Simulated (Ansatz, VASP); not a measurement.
Two plane-wave programs on HfC

```
Hf C
1.0
    -2.43403    2.43403    1.32871
     2.43403   -2.43403    1.32871
     2.43403    2.43403   -1.32871
Hf C
1 1
Direct
  0.25000 0.75000 0.50000
  0.00000 0.00000 0.00000
```

Alike in both runs: task single point; functional PBE; k mesh 8 × 8 × 8; occupations gaussian, width 0.1 eV; no spin polarisation.

```csv
,VASP,Ansatz
version,VASP 6.6.1,Ansatz 0.2.0
potentials or method,"VASP PAW PBE potentials, release 64 (Hf_pv, C)","scalar-relativistic, plane waves, PAW"
plane-wave cutoff (eV),520,420
valence electrons in the cell,14,30
```

```tsv
	VASP	Ansatz	Ansatz less VASP
gap on the k mesh at the Fermi level (eV)	none	none	-
pressure (GPa)	-24.9	-24.1	+0.78
largest component of the traceless stress (GPa)	46.48	46.80	+0.324
```

A gap of «none» marks a metal or a gap that the smearing closes. The two sets of potentials don't hold the same shells in valence.

Caveats: so large a pressure means that the cell lies far from this level's equilibrium, or that cutoff or potentials fall short (VASP). The runs have no spin-orbit coupling, so splittings on Hf are missing.
